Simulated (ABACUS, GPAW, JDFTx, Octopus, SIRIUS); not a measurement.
## The band gap of ZnSe, sorted by core time

```
Se Zn
1.0
     0.00000    2.83380    2.83380
     2.83380    0.00000    2.83380
     2.83380    2.83380    0.00000
Se Zn
1 1
Direct
  0.75000 0.75000 0.75000
  0.00000 0.00000 0.00000
```

| rung | level | program and potentials | cutoff (eV) | k mesh | task | core time | chip | band gap (eV) | notes |
| --- | --- | --- | --- | --- | --- | --- | --- | --- | --- |
| GGA | PBEsol | GPAW, PAW data sets generated for this functional | 600 | 8 × 8 × 8 | single point | 16 s | Arm Neoverse V2 | (a) | 9 valence electrons an atom on average |
| GGA | PBEsol | SIRIUS, PseudoDojo 0.4.1 PBEsol standard (scalar relativistic) | 1177 | 8 × 8 × 8 | single point | 24 s | AMD EPYC 9R45 Zen 5 | 1.17 | 18 valence electrons an atom on average |
| model potential | TB-mBJ | GPAW, GPAW PAW data sets for LDA (gpaw-data 1.2.1) | 600 | 8 × 8 × 8 | single point | 37 s | AMD EPYC 9R45 Zen 5 | 2.73 | potentials made for LDA; 9 valence electrons an atom on average |
| LDA | LDA | GPAW, PAW data sets generated for this functional | 600 | 7 × 7 × 7 | band structure | 38 s | Intel Xeon 6975P-C Granite Rapids | 1.04 | 9 valence electrons an atom on average |
| GGA | PBE | ABACUS, GBRV ultrasoft 1.5 PBE, plane waves | 544 | 6 × 6 × 6 | single point | 61 s | Intel Xeon Platinum 8488C Sapphire Rapids | 1.28 | 13 valence electrons an atom on average |
| GGA | PBEsol | JDFTx, PseudoDojo-SR-PBEsol-0.4.1-standard with smoothed tails | 1170 | 8 × 8 × 8 | single point | 67 s | Intel Xeon 6975P-C Granite Rapids | 1.17 | 18 valence electrons an atom on average |
| GGA | PBEsol | Octopus, pseudodojo_pbesol (PseudoDojo 0.4, PBEsol) | - | 8 × 8 × 8 | single point | 7.5 min | Arm Neoverse V2 | 1.17 | 18 valence electrons an atom on average |

Times are single runs on shared hosts and different chips, so they are rough; meshes, cutoffs and the tasks' sizes weigh on the time. All rows: no spin polarisation. Gaps are the least found on the k mesh or the band path, and a mesh can miss the band edges. The cell comes from a database and isn't always the measured one. Meshes differ between rows, which moves values too. All levels ran on this one cell, unrelaxed unless noted. Meshes are those of the run's cell of 2 atoms unless a note names another. Runs on faulty files, with rough fits or with known faults for this quantity aren't shown. No row holds spin-orbit coupling.

Q: Estimate the value left out from the other rows.

A: (a) 1.18 eV.
